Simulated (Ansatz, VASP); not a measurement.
# ZrC: VASP beside Ansatz

Contents of INCAR:

```
SYSTEM = ZrC
PREC = Accurate
ENCUT = 600
EDIFF = 1E-6
ISMEAR = 0
SIGMA = 0.1
LREAL = .False.
LASPH = .True.
NELM = 100
ALGO = Normal
ISIF = 3
LWAVE = .False.
LCHARG = .False.
GGA = PE
IBRION = 2
NSW = 100
EDIFFG = -0.01
```

Contents of KPOINTS:

```
Automatic mesh
0
Gamma
  20 20 20
  0 0 0
```

The input POSCAR:

```
ZrC
1.0
    0.0000000000      2.3564331500      2.3564331500
    2.3564331500      0.0000000000      2.3564331500
    2.3564331500      2.3564331500      0.0000000000
Zr C
1 1
Direct
    0.0000000000      0.0000000000      0.0000000000
    0.5000000000      0.5000000000      0.5000000000
```

Input for Ansatz:

```yaml
crystal:
  lattice:
    - [0.0, 2.35643315, 2.35643315]
    - [2.35643315, 0.0, 2.35643315]
    - [2.35643315, 2.35643315, 0.0]
  atoms:
    - { symbol: Zr, position: [0.0, 0.0, 0.0] }
    - { symbol: C, position: [0.5, 0.5, 0.5] }
basis:
  ecutwfc: 420
kpoints:
  mp_grid: { grid: [20, 20, 20] }
hamiltonian:
  xc: pbe
scf:
  occupations: { method: gaussian, width: 0.1 }
output:
  forces: true
  stress: true
  eigenvalues: true
  write_density: true
  write_potential: true
  elf: true
  volumetric_format: npy
relax:
  adjacent_minimum: "off"
  f_tol: 0.01
  max_steps: 80
  cell: { stress_tol: 0.05 }
```

Alike in both runs: task relaxation of cell and atoms; functional PBE; k mesh 20 × 20 × 20; occupations gaussian, width 0.1 eV; no spin polarisation.

|  | VASP | Ansatz |
| --- | --- | --- |
| version | VASP 6.6.1 | Ansatz 0.2.0 |
| potentials or method | VASP PAW PBE potentials, release 64 (Zr_sv, C) | scalar-relativistic, plane waves, PAW |
| plane-wave cutoff (eV) | 600 | 420 |
| valence electrons in the cell | 16 | 16 |

Ansatz gave:

```
gap on the k mesh at the Fermi level, each at its own relaxed structure (eV) : none
relaxed volume (Å³/atom)                                                     : 13.05
relaxed cell length with the largest relative difference (Å)                 : 3.330
```

**Question.** Which values does VASP return?

**Answer.** gap on the k mesh at the Fermi level, each at its own relaxed structure (eV): none; relaxed volume (Å³/atom): 13.06; relaxed cell length with the largest relative difference (Å): 3.330.

A gap of «none» marks a metal or a gap that the smearing closes.
